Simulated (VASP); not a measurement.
GaN:

```xyz
4
Lattice="3.1802 0.0000 0.0000 -1.5901 2.7542 0.0000 0.0000 0.0000 5.1832" Properties=species:S:1:pos:R:3 pbc="T T T"
Ga    0.0000    1.8361    5.1793
Ga    1.5901    0.9181    2.5877
N     0.0000    1.8361    1.9476
N     1.5901    0.9181    4.5393
```

Program: VASP 6.6.1. Alike in all runs: task band structure; potentials or basis VASP PAW PBE potentials, release 64 (Ga_d, N); no spin polarisation; cell as given; k mesh 6 × 6 × 3; cutoff (eV) 520; smearing gaussian 0.03 eV.

Q: Order these runs on this cell by their band gap on the k mesh, lowest first.
A. level PBEsol
B. level PBE0; exchange at q = 0 truncated
C. level HSE06; screening parameter 0.2 1/A

A: A (1.90 eV), C (3.25 eV), B (3.93 eV).
